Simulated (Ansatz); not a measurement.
**AlN (P6_3/mmc), an elastic constant from a strain scan**

The calculation used DFT PBE, scalar-relativistic, plane waves, PAW in Ansatz. Settings: plane waves to 420 eV, k-mesh 9×9×6 (Γ-centred), Gaussian smearing 0.05 eV. No spin polarisation. Energies are free energies at this smearing, counted from the undisturbed cell; pressure is positive in compression.

The starting cell (as given, not relaxed at this level; it stands at 0.3 GPa; this form isn't the usual structure):

```
Al N
1.0
     3.31212    0.00000    0.00000
    -1.65606    2.86838    0.00000
     0.00000    0.00000    4.18756
Al N
2 2
Direct
  0.33333 0.66667 0.75000
  0.66667 0.33333 0.25000
  0.33333 0.66667 0.25000
  0.66667 0.33333 0.75000
```

The cell is strained by ε times the Voigt pattern (1, 1, 0, 0, 0, 0) (xx, yy, zz, yz, xz, xy; engineering shear) with fractional coordinates fixed. The cell holds 4 atoms in V0 = 39.78 Å³. The stress column is τ = (1/V0) dE/dε, got from the stress tensor σ (compression positive) at each point as −det(1 + εP) σ : P(1 + εP)⁻¹, with P the pattern as a tensor.

| ε | ΔE (meV/atom) | τ (GPa) |
| --- | --- | --- |
| -0.1000 | 473.738 | -179.361 |
| -0.0750 | 244.544 | -118.250 |
| -0.0500 | 100.287 | -69.498 |
| -0.0250 | 23.551 | -30.915 |
| 0.0000 | 0.000 | -0.673 |
| 0.0250 | 17.938 | 22.744 |
| 0.0500 | 67.702 | 40.573 |
| 0.0750 | 141.497 | 53.856 |
| 0.0875 | 185.377 | 59.073 |
| 0.1000 | ? | ? |

**Question.** Which combination of elastic constants does this scan measure, and how large is it?

**Answer.** For small ε, τ = τ0 + Kε with K = pᵀCp, which for this pattern is C11 + C22 + 2 C12 in the Cartesian frame shown. The parabola through τ at ε = -0.0250, 0 and 0.0250 has slope K = 1073 GPa at zero. The energies per cell, E = NΔE, of the same two points give K = 2[E(ε₊)/ε₊ − E(ε₋)/ε₋]/[(ε₊ − ε₋)V0] = 1069 GPa, in agreement.

**Question.** Predict the withheld row at ε = 0.1000 from the harmonic law, and compare.

**Answer.** ΔE = V0(τ0 ε + Kε²/2)/N = 328.917 meV/atom and τ = 106.64 GPa. The calculation gives 232.976 meV/atom and 63.47 GPa: the energy lies 29 % below the harmonic value, as bonds soften when stretched.